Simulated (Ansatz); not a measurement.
# HfB2 (P6/mmm) in Ansatz: further runs

Runs on HfB2. Level: LDA. Tasks: single point, equation of state.

Everything below comes from runs of Ansatz 0.2.0. Logs are shortened: lines on timing, memory, paths and dates and some standing lists are left out, and cuts for length are marked.

### Step 1. Starting point

Symmetry: P6/mmm, No. 191, hexagonal system. Conventional cell: a = 3.140 Å, b = 3.140 Å, c = 3.480 Å, α = 90.00°, β = 90.00°, γ = 120.00°. Around Hf (site symmetry 6/mmm) lie 12 B at 2.51 Å. Around B (site symmetry -6m2) lie 3 B at 1.81 Å.

### Step 2. Single point, LDA, 9.31 Å³/atom (volume scaled by 0.94)

The input, input.yaml:

```yaml
crystal:
  lattice:
    - [3.0759003814, 0.0, 0.0]
    - [-1.5379501907, 2.6638078698, 0.0]
    - [0.0, 0.0, 3.4089596583]
  atoms:
    - { symbol: Hf, position: [0.0, 0.0, 0.0] }
    - { symbol: B, position: [0.6666666667, 0.3333333333, 0.5] }
    - { symbol: B, position: [0.3333333333, 0.6666666667, 0.5] }
hamiltonian:
  xc: lda
  pseudopotentials: { kind: paw }
kpoints:
  mp_grid: { grid: [10, 10, 8] }
scf:
  occupations: { method: fermi_dirac, width: 0.05 }
output:
  forces: true
  stress: true
  eigenvalues: true
```

Potentials or basis: Ansatz PAW.

On the command line:

```bash
> ansatz run input.yaml --threads 2 --pin off --max-ram 5632MiB --backend cpu --events-out ev --progress --plain --runs-dir out
```

Output:

```text
Warning: RAYON_NUM_THREADS=2 ignored (pool sized by the plan → 2); use --threads N
Engine: ansatz 0.2.0, aarch64-unknown-linux-gnu
Pseudopotentials: kind: paw
Pseudopotential: Hf, paw, valence charge 26, recommended cutoff 420 eV (normal), Hf.paw.azcp
Pseudopotential: B, paw, valence charge 3, recommended cutoff 420 eV (normal), B.paw.azcp
Functional definition: SPW92
  exchange = slater_x
  correlation = pw_c
Crystal: 3 atoms, lattice volume = 27.932 Å³
Basis set: ecut = 420 eV, 563 PW (Γ)
Bands: 20, of which v1, the nominal top of the filled ones, is band 16 counted from 1 (15 counted from 0)
Symmetry: 24 space group operations
Space group: P6/mmm (ITA 191), of the structure as read, at distance tolerance 3.0e-5 Å
k-points: 70 of 800
Non-local potential: Hf, projectors of the file, l = 0: 3, l = 1: 2, l = 2: 2, l = 3: 3
Non-local potential: B, projectors of the file, l = 0: 2, l = 1: 2, l = 2: 1
PAW form: soft (Blöchl's): semilocal exchange-correlation on the pseudo side does not see the compensation charge
PAW frozen core: Hf, regenerated for the run's functional, and the local potential with it (the file was generated under x = pbe(κ = 0.804, μ = 0.2195149727645171), c = pbe(β = 0.06672455060314922))
PAW frozen core: B, regenerated for the run's functional, and the local potential with it (the file was generated under x = pbe(κ = 0.804, μ = 0.2195149727645171), c = pbe(β = 0.06672455060314922))
PAW one-centre angular grid: Hf, 590 points (default); XC on 64 Gauss nodes
PAW one-centre angular grid: B, 110 points (default); XC on 64 Gauss nodes
Initial density: superposition of atomic densities (neutral atoms: chi_scale 0, normalization atom), corrected by the library's trained network
Initial wavefunctions: pseudopotential atomic-orbital guess
Functional: x = slater, c = lda
SCF iter   1: F=—  HF=-15779.684361 eV  |F-HF|=—  |Δ(HF+E_count)|=         —  Δρ=5.48e-3  dr2=7.22e-3  ethr=1.77e-3  ⟨swp⟩=4.5  Hψ=5518  notcnv=0
preconditioner: auto → none  [insulator: Δε(μ)=0.297 eV  Ē_g=17.657 eV  σ=0.050 eV  W_gap=0.76  n_scr=8 (ndim 8)  ℏωp=38.5 eV  f_vac=0.000  D(μ)=0.30/eV (n_scr^D=0)  ε∞_Penn≈5.8]
SCF iter   2: F=—  HF=-15779.682229 eV  |F-HF|=—  |Δ(HF+E_count)|=   2.13e-3  Δρ=2.66e-3  dr2=1.13e-3  ethr=2.26e-5  ⟨swp⟩=2.0  Hψ=2525  notcnv=0
SCF iter   3: F=—  HF=-15779.681851 eV  |F-HF|=—  |Δ(HF+E_count)|=   3.77e-4  Δρ=1.38e-3  dr2=2.06e-4  ethr=3.52e-6  ⟨swp⟩=2.0  Hψ=2373  notcnv=0
SCF iter   4: F=—  HF=-15779.681784 eV  |F-HF|=—  |Δ(HF+E_count)|=   6.72e-5  Δρ=5.49e-4  dr2=3.88e-5  ethr=6.44e-7  ⟨swp⟩=2.0  Hψ=1923  notcnv=0
SCF iter   5: F=—  HF=-15779.681767 eV  |F-HF|=—  |Δ(HF+E_count)|=   1.73e-5  Δρ=1.09e-4  dr2=1.33e-6  ethr=1.21e-7  ⟨swp⟩=2.2  Hψ=2302  notcnv=0
SCF iter   6: F=-15779.681766 eV  HF=-15779.681766 eV  |F-HF|=5.64e-9  |Δ(HF+E_count)|=   6.33e-7  Δρ=8.61e-6  dr2=7.52e-9  ethr=3.13e-10  ⟨swp⟩=3.1  Hψ=6093  notcnv=0
SCF 1 converged in 6 iterations: F = -15779.681766 eV  dr2 = 7.52e-9
SCF converged after 6 iterations
Free energy (F): -15779.681766 eV
Harris-Foulkes:  -15779.681766 eV  (|F-HF|=5.64e-9)
Internal energy: -15779.679248 eV  (E = F + TS)
E sigma→0 (E₀):  -15779.680507 eV
Entropy (-TS):   -0.002519 eV (-0.840 meV/atom)
Fermi energy:    21.363618 eV
--- Per-component energies (eV) ---
  E_band       = 163.506082
  E_kinetic    = 533.134036
  E_local      = -5131.138349  (includes V_loc(G=0)·N_el)
  E_nonlocal   = -1208.273558
  E_hartree    = 2457.194505
  E_xc         = -366.495736
  E_vxc        = -349.268599  (∫ρ·V_xc dr)
  E_paw        = -6832.803323  (= ΣΔE_a)
  E_vpaw       = 1404.665953  (= ΣTr[D̂ρ^β])
  E_aug_tail   = -0.000007  (compensation charges beyond the density's cutoff)
  E_ewald      = -5233.845726
  E_core_change = 2.548911  (= ΣΔE_core)
  E_smearing   = -0.002519  (= −TS)
  E_closure    = -0.000000  (closes the sum)
  Σ components = -15779.681766   (vs F -15779.681766, Δ=0.00e0)
--- Forces (eV/Å), atoms counted from 1 ---
  atom   1  Hf    -0.00000000    -0.00000000     0.00000000
  atom   2  B     -0.00000000     0.00000000     0.00000000
  atom   3  B     -0.00000000    -0.00000000    -0.00000000
  max |Σ_I F_I| component: 1.85e-16 eV/Å
--- Stress (GPa, compression-positive) ---
        6.971332       0.000000      -0.000000
        0.000000       6.971332      -0.000000
       -0.000000      -0.000000       4.971276
  P = ⅓ Tr σ = 6.3046 GPa (63.046 kbar)
--- Band table (eV; the first three rows and the last of 70) ---
  k-point 0: bands = ["-40.0755", "-8.9996", "-8.4286", "-8.4286", "7.5715", "9.9182", "9.9297", "9.9561", "9.9561", "9.9564", "9.9564", "10.0628", "18.3098", "18.4601", "18.4601", "18.8643", "25.7095", "25.7095", "26.3834", "26.3834"]
  k-point 1: bands = ["-40.0741", "-9.0530", "-8.4247", "-8.4247", "7.8438", "9.9152", "9.9295", "9.9520", "9.9520", "9.9602", "9.9602", "10.0629", "16.9667", "18.6307", "18.6307", "20.1288", "24.3029", "24.3029", "25.8337", "25.8337"]
  k-point 2: bands = ["-40.0706", "-9.1792", "-8.4154", "-8.4154", "8.5945", "9.9108", "9.9292", "9.9421", "9.9421", "9.9696", "9.9696", "10.0629", "15.3231", "19.1248", "19.1248", "21.6352", "22.9313", "22.9313", "24.5704", "24.5704"]
  k-point 69: bands = ["-39.9939", "-9.1146", "-9.1048", "-8.9410", "9.9135", "9.9278", "9.9479", "9.9537", "9.9571", "9.9678", "10.0304", "11.8049", "12.8043", "16.0073", "18.2629", "18.2784", "26.2870", "27.4882", "28.5617", "28.9328"]
```

It took 1.3 s on 2 threads of Arm Neoverse V2, shared host; peak memory 0.32 GiB.

Results:

| Quantity | Value |
| --- | --- |
| Free energy | -15779.6818 eV |
| Pressure | 6.3 GPa |
| Band gap on the k mesh | none (metal or under the smearing width) |

Caveat: the PAW data sets come from PBE, with cores solved anew for the run's functional, which leaves a small shift of forces and pressure.

### Step 3. Single point, LDA, 9.51 Å³/atom (volume scaled by 0.96)

Edit input.yaml of step 2 so:

```diff
@@ -2,5 +2,5 @@
   lattice:
-    - [3.0759003814, 0.0, 0.0]
-    - [-1.5379501907, 2.6638078698, 0.0]
-    - [0.0, 0.0, 3.4089596583]
+    - [3.0975623654, 0.0, 0.0]
+    - [-1.5487811827, 2.6825676982, 0.0]
+    - [0.0, 0.0, 3.4329672075]
   atoms:
@@ -20 +20,5 @@
   eigenvalues: true
+  write_density: true
+  write_potential: true
+  elf: true
+  volumetric_format: npy
```

Potentials or basis: Ansatz PAW.

On the command line:

```bash
> ansatz run input.yaml --threads 2 --pin off --max-ram 5632MiB --backend cpu --events-out ev --progress --plain --runs-dir out
```

Run time: 1.6 s. Hardware: 2 threads of Arm Neoverse V2, shared host; peak memory 0.32 GiB.

Results (log left out):

```yaml
Free_energy: -15779.6937 eV
Pressure: 0.3 GPa
Band_gap_on_the_k_mesh: none (metal or under the smearing width)
```

Caveat: the PAW data sets come from PBE, with cores solved anew for the run's functional, which leaves a small shift of forces and pressure.

### Step 4. Single point, LDA, 9.71 Å³/atom (volume scaled by 0.98)

Edit input.yaml of step 3 so:

```diff
@@ -2,5 +2,5 @@
   lattice:
-    - [3.0975623654, 0.0, 0.0]
-    - [-1.5487811827, 2.6825676982, 0.0]
-    - [0.0, 0.0, 3.4329672075]
+    - [3.1189255395, 0.0, 0.0]
+    - [-1.5594627698, 2.7010687497, 0.0]
+    - [0.0, 0.0, 3.4566435916]
   atoms:
@@ -20,5 +20 @@
   eigenvalues: true
-  write_density: true
-  write_potential: true
-  elf: true
-  volumetric_format: npy
```

On the command line:

```bash
> ansatz run input.yaml --threads 2 --pin off --max-ram 5632MiB --backend cpu --events-out ev --progress --plain --runs-dir out
```

It took 1.2 s on 2 threads of Arm Neoverse V2, shared host; peak memory 0.32 GiB.

Results (log left out):

- Free energy: -15779.6844 eV
- Pressure: -5.2 GPa
- Band gap on the k mesh: none (metal or under the smearing width)

Caveat: the PAW data sets come from PBE, with cores solved anew for the run's functional, which leaves a small shift of forces and pressure.

### Step 5. Single point, LDA, 9.90 Å³/atom

Edit input.yaml of step 4 so:

```diff
@@ -2,5 +2,5 @@
   lattice:
-    - [3.1189255395, 0.0, 0.0]
-    - [-1.5594627698, 2.7010687497, 0.0]
-    - [0.0, 0.0, 3.4566435916]
+    - [3.14, 0.0, 0.0]
+    - [-1.57, 2.7193197679, 0.0]
+    - [0.0, 0.0, 3.48]
   atoms:
@@ -20 +20,5 @@
   eigenvalues: true
+  write_density: true
+  write_potential: true
+  elf: true
+  volumetric_format: npy
```

On the command line:

```bash
> ansatz run input.yaml --threads 2 --pin off --max-ram 5632MiB --backend cpu --events-out ev --progress --plain --runs-dir out
```

Wall time 1.7 s (2 threads of Arm Neoverse V2, shared host); peak memory 0.32 GiB.

Results (log left out):

```yaml
Free_energy: -15779.6558 eV
Pressure: -10.1 GPa
Band_gap_on_the_k_mesh: none (metal or under the smearing width)
```

Caveat: the PAW data sets come from PBE, with cores solved anew for the run's functional, which leaves a small shift of forces and pressure.

### Step 6. Single point, LDA, 10.10 Å³/atom (volume scaled by 1.02)

Edit input.yaml of step 5 so:

```diff
@@ -2,5 +2,5 @@
   lattice:
-    - [3.14, 0.0, 0.0]
-    - [-1.57, 2.7193197679, 0.0]
-    - [0.0, 0.0, 3.48]
+    - [3.160795308, 0.0, 0.0]
+    - [-1.580397654, 2.7373290329, 0.0]
+    - [0.0, 0.0, 3.5030470293]
   atoms:
@@ -20,5 +20 @@
   eigenvalues: true
-  write_density: true
-  write_potential: true
-  elf: true
-  volumetric_format: npy
```

Potentials or basis: Ansatz PAW.

On the command line:

```bash
> ansatz run input.yaml --threads 2 --pin off --max-ram 5632MiB --backend cpu --events-out ev --progress --plain --runs-dir out
```

Wall time 1.5 s (2 threads of Arm Neoverse V2, shared host); peak memory 0.32 GiB.

The run converged. Its results:

```yaml
Free_energy: -15779.6097 eV
Pressure: -14.6 GPa
Band_gap_on_the_k_mesh: none (metal or under the smearing width)
```

Caveat: the PAW data sets come from PBE, with cores solved anew for the run's functional, which leaves a small shift of forces and pressure.

### Step 7. Single point, LDA, 10.30 Å³/atom (volume scaled by 1.04)

Edit input.yaml of step 6 so:

```diff
@@ -2,5 +2,5 @@
   lattice:
-    - [3.160795308, 0.0, 0.0]
-    - [-1.580397654, 2.7373290329, 0.0]
-    - [0.0, 0.0, 3.5030470293]
+    - [3.181320528, 0.0, 0.0]
+    - [-1.590660264, 2.7551043948, 0.0]
+    - [0.0, 0.0, 3.5257947253]
   atoms:
```

On the command line:

```bash
> ansatz run input.yaml --threads 2 --pin off --max-ram 5632MiB --backend cpu --events-out ev --progress --plain --runs-dir out
```

It took 1.5 s on 2 threads of Arm Neoverse V2, shared host; peak memory 0.32 GiB.

Results (log left out):

| Item | Value |
| --- | --- |
| Free energy | -15779.5479 eV |
| Pressure | -18.7 GPa |
| Band gap on the k mesh | none (metal or under the smearing width) |

Caveat: the PAW data sets come from PBE, with cores solved anew for the run's functional, which leaves a small shift of forces and pressure.

### Step 8. Single point, LDA, 10.50 Å³/atom (volume scaled by 1.06)

Edit input.yaml of step 7 so:

```diff
@@ -2,5 +2,5 @@
   lattice:
-    - [3.181320528, 0.0, 0.0]
-    - [-1.590660264, 2.7551043948, 0.0]
-    - [0.0, 0.0, 3.5257947253]
+    - [3.2015842624, 0.0, 0.0]
+    - [-1.6007921312, 2.7726533036, 0.0]
+    - [0.0, 0.0, 3.548252622]
   atoms:
```

On the command line:

```bash
> ansatz run input.yaml --threads 2 --pin off --max-ram 5632MiB --backend cpu --events-out ev --progress --plain --runs-dir out
```

It took 1.6 s on 2 threads of Arm Neoverse V2, shared host; peak memory 0.32 GiB.

The run converged. Its results:

```yaml
Free_energy: -15779.4719 eV
Pressure: -22.3 GPa
Band_gap_on_the_k_mesh: none (metal or under the smearing width)
```

Caveat: the PAW data sets come from PBE, with cores solved anew for the run's functional, which leaves a small shift of forces and pressure.

### Step 9. Equation of state, LDA

Potentials or basis: Ansatz PAW.

No new run: the results of the series are fitted here.

Results:

```
Equilibrium volume                        : 9.52 Å³/atom
Bulk modulus at fixed shape and positions : 275 GPa
Pressure derivative of the bulk modulus   : 3.9
```

Energy against volume, from the lowest point:
```
volume (Å³/atom)  energy (meV/atom)
           9.311               3.99
           9.509               0.00
           9.707               3.12
           9.905              12.65
          10.103              28.00
          10.301              48.61
          10.499              73.96
```

Caveat: the cell was scaled at fixed shape and fractional positions, which overstates the stiffness of a crystal with free parameters, most of all of layers and chains. The run has no spin-orbit coupling, so splittings on Hf are missing.
